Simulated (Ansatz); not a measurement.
# Al(111) with 4 layers of random Al-Ag, 2x2: scattering by chemical disorder, part 2 of 2

Wanted: resistance against the alloy's length, first Al(111) with 4 layers of random Al-Ag, 2x2.

Ansatz 0.2.0; Ansatz plane-wave DFT, PBE, PAW files; ballistic transport by layer matching (Landauer), zero bias; PAW set soft_1.

So far. Step 3 (With 8 alloy layers): Over the solved energies the transmission per spin lies between 2.15 and 2.18, out of 5.43 channels of the lead on average (up to 5.59).

## Step 4: With 12 alloy layers

In 12 layers a share of 0.75 of the sites is given to Ag at random. A fresh draw is used; the growth of the resistance with length is what counts.

System of this step: Al(111) with 12 layers of random Al-Ag, 2x2. The cell holds 72 atoms: 36 Al and 36 Ag. Its edges and angles: a = 5.725 Å, b = 5.725 Å, c = 42.068 Å, α = 90.0°, β = 90.0°, γ = 120.0°. It derives from Al. Regions: lead, 24 atoms (24 Al); scattering region, 48 atoms (36 Ag and 12 Al). The structure is stacked along c, and the current runs across the ab planes.

input.yaml

```yaml
crystal:
  lattice:
    - [5.7246940741, 0.0, 0.0]
    - [-2.862347037, 4.957730497, 0.0]
    - [0.0, 0.0, 42.0677382451]
  atoms:
    - { symbol: Al, position: [0.0, 0.0, 0.0277777778] }
    - { symbol: Al, position: [0.0, 0.5, 0.0277777778] }
    - { symbol: Al, position: [0.5, 0.0, 0.0277777778] }
    - { symbol: Al, position: [0.5, 0.5, 0.0277777778] }
    - { symbol: Al, position: [0.1666666667, 0.3333333333, 0.0833333333] }
    - { symbol: Al, position: [0.1666666667, 0.8333333333, 0.0833333333] }
    - { symbol: Al, position: [0.6666666667, 0.3333333333, 0.0833333333] }
    - { symbol: Al, position: [0.6666666667, 0.8333333333, 0.0833333333] }
    - { symbol: Al, position: [0.3333333333, 0.1666666667, 0.1388888889] }
    - { symbol: Al, position: [0.3333333333, 0.6666666667, 0.1388888889] }
    - { symbol: Al, position: [0.8333333333, 0.1666666667, 0.1388888889] }
    - { symbol: Al, position: [0.8333333333, 0.6666666667, 0.1388888889] }
    - { symbol: Ag, position: [0.0, 0.0, 0.1944444444] }
    - { symbol: Ag, position: [0.0, 0.5, 0.1944444444] }
    - { symbol: Ag, position: [0.5, 0.0, 0.1944444444] }
    - { symbol: Ag, position: [0.5, 0.5, 0.1944444444] }
    - { symbol: Ag, position: [0.1666666667, 0.3333333333, 0.25] }
    - { symbol: Ag, position: [0.1666666667, 0.8333333333, 0.25] }
    - { symbol: Al, position: [0.6666666667, 0.3333333333, 0.25] }
    - { symbol: Ag, position: [0.6666666667, 0.8333333333, 0.25] }
    - { symbol: Ag, position: [0.3333333333, 0.1666666667, 0.3055555556] }
    - { symbol: Ag, position: [0.3333333333, 0.6666666667, 0.3055555556] }
    - { symbol: Ag, position: [0.8333333333, 0.1666666667, 0.3055555556] }
    - { symbol: Ag, position: [0.8333333333, 0.6666666667, 0.3055555556] }
    - { symbol: Ag, position: [0.0, 0.0, 0.3611111111] }
    - { symbol: Al, position: [0.0, 0.5, 0.3611111111] }
    - { symbol: Ag, position: [0.5, 0.0, 0.3611111111] }
    - { symbol: Ag, position: [0.5, 0.5, 0.3611111111] }
    - { symbol: Ag, position: [0.1666666667, 0.3333333333, 0.4166666667] }
    - { symbol: Ag, position: [0.1666666667, 0.8333333333, 0.4166666667] }
    - { symbol: Ag, position: [0.6666666667, 0.3333333333, 0.4166666667] }
    - { symbol: Ag, position: [0.6666666667, 0.8333333333, 0.4166666667] }
    - { symbol: Ag, position: [0.3333333333, 0.1666666667, 0.4722222222] }
    - { symbol: Ag, position: [0.3333333333, 0.6666666667, 0.4722222222] }
    - { symbol: Ag, position: [0.8333333333, 0.1666666667, 0.4722222222] }
    - { symbol: Al, position: [0.8333333333, 0.6666666667, 0.4722222222] }
    - { symbol: Al, position: [0.0, 0.0, 0.5277777778] }
    - { symbol: Ag, position: [0.0, 0.5, 0.5277777778] }
    - { symbol: Al, position: [0.5, 0.0, 0.5277777778] }
    - { symbol: Al, position: [0.5, 0.5, 0.5277777778] }
    - { symbol: Ag, position: [0.1666666667, 0.3333333333, 0.5833333333] }
    - { symbol: Ag, position: [0.1666666667, 0.8333333333, 0.5833333333] }
    - { symbol: Ag, position: [0.6666666667, 0.3333333333, 0.5833333333] }
    - { symbol: Ag, position: [0.6666666667, 0.8333333333, 0.5833333333] }
    - { symbol: Ag, position: [0.3333333333, 0.1666666667, 0.6388888889] }
    - { symbol: Ag, position: [0.3333333333, 0.6666666667, 0.6388888889] }
    - { symbol: Ag, position: [0.8333333333, 0.1666666667, 0.6388888889] }
    - { symbol: Ag, position: [0.8333333333, 0.6666666667, 0.6388888889] }
    - { symbol: Al, position: [0.0, 0.0, 0.6944444444] }
    - { symbol: Al, position: [0.0, 0.5, 0.6944444444] }
    - { symbol: Ag, position: [0.5, 0.0, 0.6944444444] }
    - { symbol: Al, position: [0.5, 0.5, 0.6944444444] }
    - { symbol: Ag, position: [0.1666666667, 0.3333333333, 0.75] }
    - { symbol: Al, position: [0.1666666667, 0.8333333333, 0.75] }
    - { symbol: Ag, position: [0.6666666667, 0.3333333333, 0.75] }
    - { symbol: Ag, position: [0.6666666667, 0.8333333333, 0.75] }
    - { symbol: Al, position: [0.3333333333, 0.1666666667, 0.8055555556] }
    - { symbol: Ag, position: [0.3333333333, 0.6666666667, 0.8055555556] }
    - { symbol: Al, position: [0.8333333333, 0.1666666667, 0.8055555556] }
    - { symbol: Ag, position: [0.8333333333, 0.6666666667, 0.8055555556] }
    - { symbol: Al, position: [0.0, 0.0, 0.8611111111] }
    - { symbol: Al, position: [0.0, 0.5, 0.8611111111] }
    - { symbol: Al, position: [0.5, 0.0, 0.8611111111] }
    - { symbol: Al, position: [0.5, 0.5, 0.8611111111] }
    - { symbol: Al, position: [0.1666666667, 0.3333333333, 0.9166666667] }
    - { symbol: Al, position: [0.1666666667, 0.8333333333, 0.9166666667] }
    - { symbol: Al, position: [0.6666666667, 0.3333333333, 0.9166666667] }
    - { symbol: Al, position: [0.6666666667, 0.8333333333, 0.9166666667] }
    - { symbol: Al, position: [0.3333333333, 0.1666666667, 0.9722222222] }
    - { symbol: Al, position: [0.3333333333, 0.6666666667, 0.9722222222] }
    - { symbol: Al, position: [0.8333333333, 0.1666666667, 0.9722222222] }
    - { symbol: Al, position: [0.8333333333, 0.6666666667, 0.9722222222] }
kpoints:
  mp_grid: { grid: [5, 5, 1] }
hamiltonian:
  xc: pbe
  pseudopotentials: { kind: paw, azcp: { folder: soft_1 } }
scf:
  occupations: { method: fermi_dirac, width: 0.1 }
output:
  transmission:
    leads: [[0, 4]]
    kmesh: [10, 10]
    e_range: [-0.05, 0.05]
    de: 0.05
  write_potential: true
  write_density: true
  volumetric_format: npy
```

Command:

```bash
$ ansatz run input.yaml --threads 4 --pin off --max-ram 15360MiB --backend cpu --events-out ev --progress --plain --runs-dir out
```

Numbers of over 12 decimals in the logs are rounded to 6 here.

Log:

```text
[...]
Crystal: 72 atoms, lattice volume = 1193.945 Å³
Basis set: ecut = 420 eV, 23469 PW (Γ)
Bands: 476, of which v1, the nominal top of the filled ones, is band 396 counted from 1 (395 counted from 0)
Symmetry: 1 space group operations
[...]
k-points: 13 of 25 (time reversal used)
[...]
SCF iter   1: F=—  HF=-292652.090184 eV  |F-HF|=—  |Δ(HF+E_count)|=         —  Δρ=9.41e-2  dr2=2.24e3  ethr=3.10e-3  ⟨swp⟩=5.5  Hψ=21566  notcnv=0  defer=329
[...]
SCF iter  13: F=-292613.842852 eV  HF=-292613.842852 eV  |F-HF|=5.62e-8  |Δ(HF+E_count)|=   2.65e-8  Δρ=5.73e-7  dr2=5.90e-8  ethr=1.26e-11  ⟨swp⟩=10.6  Hψ=24314  notcnv=0
SCF 1 converged in 13 iterations: F = -292613.842852 eV  dr2 = 5.90e-8
[...]
transmission: 273 of 2704 steps passed
transmission: 549 of 2704 steps passed
[...]
transmission: 2704 of 2704 steps passed
SCF converged after 13 iterations
Free energy (F): -292613.842852 eV
[...]
Internal energy: -292613.098202 eV  (E = F + TS)
E sigma→0 (E₀):  -292613.470527 eV
Entropy (-TS):   -0.744650 eV (-10.342 meV/atom)
Fermi energy:    13.137677 eV
[...]
--- Band table (eV; the first three rows and the last of 13) ---
  k-point 0: bands = [... 392 lower, 12.3477, 12.4302, 12.4473, 12.5399, 12.5648, 12.6020, 12.6454, 12.6718, ... 76 higher]
  k-point 1: bands = [... 392 lower, 12.4798, 12.5461, 12.5965, 12.6375, 12.6825, 12.7339, 12.8028, 12.8874, ... 76 higher]
  k-point 2: bands = [... 392 lower, 13.1315, 13.2162, 13.2313, 13.2918, 13.3449, 13.3625, 13.3983, 13.5328, ... 76 higher]
  k-point 12: bands = [... 392 lower, 13.0025, 13.0462, 13.0966, 13.2653, 13.2915, 13.3261, 13.3676, 13.4078, ... 76 higher]
--- Transmission ---
  basis      : 253 plane waves across, 52 finite elements along
  points     : 52, standing for a mesh of 10 x 10
[...]
channels       : 5.590000e0 a spin
[...]
junction   : crystal 0 to crystal 0, 0.70 to 40.43 Å
    transmission   : 1.966837e0 a spin
[...]
```

The job ended after 22 min (4 threads of Arm Neoverse V1, shared host; peak memory 11 GiB).

Numbers from this step:

| Item | Value |
| --- | --- |
| free energy | -292613.8429 eV |
| energy at zero smearing | -292613.4705 eV |
| Fermi energy | 13.14 eV |
| transmission per spin nearest the Fermi level | 1.967 |
| open channels per spin nearest the Fermi level | 5.59 |
| step of the lead's potential | 16.9 meV |

Per spin. Transmission, zone mean against energy, zero at the Fermi level:

```csv
energy (eV),"transmission, zone mean"
-0.0500,1.95
0.0000,1.97
0.0500,1.98
```

Over the solved energies the transmission per spin lies between 1.95 and 1.98, out of 5.49 channels of the lead on average (up to 5.59).

## Step 5: The fit

This step: Ansatz plane-wave DFT, PBE, PAW files; ballistic transport by layer matching (Landauer), zero bias; residual resistivity from the slope of the area resistance, atoms on the host's lattice; PAW set soft_1 (Ansatz 0.2.0).

This step gave:

```yaml
resistivity: 27.31 µΩ cm
intercept: 0.4538 fΩ m²
scatter_about_the_fit: 0.03630 fΩ m²
```

Resistance, by row:

```csv
run,length (Å),T,channels N,RA (fΩ m²)
n4,9.348,2.707,5.47,0.6835
n8,18.7,2.167,5.43,1.016
n12,28.05,1.968,5.49,1.194
```

Table of area resistance by length of the alloy:

```csv
length of the alloy (Å),area resistance (fΩ m²)
9.35,0.683
18.70,1.02
28.05,1.19
```

The area resistance goes from 0.68 to 1.2 fΩ m² between 9.3 and 28.0 Å, a slope of 27 µΩ cm.

By hand from the end points: (1.194 − 0.6835) fΩ m² / (28.05 − 9.35) Å = 27 µΩ cm, since 1 fΩ m² per Å is 1000 µΩ cm.

## Step 6: Summary of results

```yaml
resistivity_from_the_slope: 27.3 µΩ cm
area_resistance_over_9p35_a: 0.683 fΩ m²
area_resistance_over_18p7_a: 1.02 fΩ m²
area_resistance_over_28p0_a: 1.19 fΩ m²
```

The slope gives 27 µΩ cm. The points scatter by 0.036 fΩ m² about the line, with one random draw a length in a 2x2 cell, so the slope is a rough value. The lead's own channel count moves between the runs (5.47, 5.43 and 5.49), which shifts RA and the slope too. Read with a model of isotropic scattering on a spherical Fermi surface and the lead's 1.5×10¹⁵ S/m², this slope means a mean free path near 19 Å (a rough figure, since the alloy's own channel count differs); over these lengths the model's slope is within 3 % of its bulk resistivity. The atoms sit on the host's lattice, so scattering by size misfit is left out.

[Logs are printed without paths, hosts, clocks, repeated set-up lines and the standing remarks that a program may print on its own settings, such as how far it seeks lower states.]

[Hosts, paths, dates, database ids (printed as entryN), source tags and the programs' standing remarks are cut or masked in the printed files.]
